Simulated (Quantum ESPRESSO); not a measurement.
**HfC under changes of volume**

One of the cells (12.568 Å³/atom); the others are scaled copies at fixed shape and fractional positions:

```
Hf C
1.0
     0.00000    2.32500    2.32500
     2.32500    0.00000    2.32500
     2.32500    2.32500    0.00000
Hf C
1 1
Cartesian
  2.3250 2.3250 2.3250
  0.0000 0.0000 0.0000
```

* Program: Quantum ESPRESSO 7.5
* Functional: LDA
* Potentials or basis: PseudoDojo 0.4.1 SR LDA standard
* Cutoff: 1116 eV
* Density cutoff: 4463 eV
* k mesh: 10 × 10 × 10
* Occupations: fermi-dirac, width 0.05 eV
* Spin: no spin polarisation

```csv
volume (Å³/atom),energy over the lowest point (meV/atom),pressure (GPa)
11.814,0.00,1.2
12.065,2.35,-4.3
12.317,12.89,-9.2
12.568,30.82,-13.7
12.819,55.39,-17.7
13.071,85.93,-21.3
13.322,?,?
```

Problem. What does the run at 13.322 Å³/atom give?

Solution. Energy over the lowest point 121.84 meV/atom; pressure -24.5 GPa.

Worked out: A Birch-Murnaghan fit of order 3 (a polynomial in V^(-2/3)) to the other rows has its minimum at 11.87 Å³/atom with B0 = V·E''(V) = 270 GPa and B' = 4.2. It gives 121.71 meV/atom at 13.322 Å³/atom, against the run's 121.84, and -dE/dV = -24.4 GPa, against -24.5.

Energies are extrapolated to zero smearing.
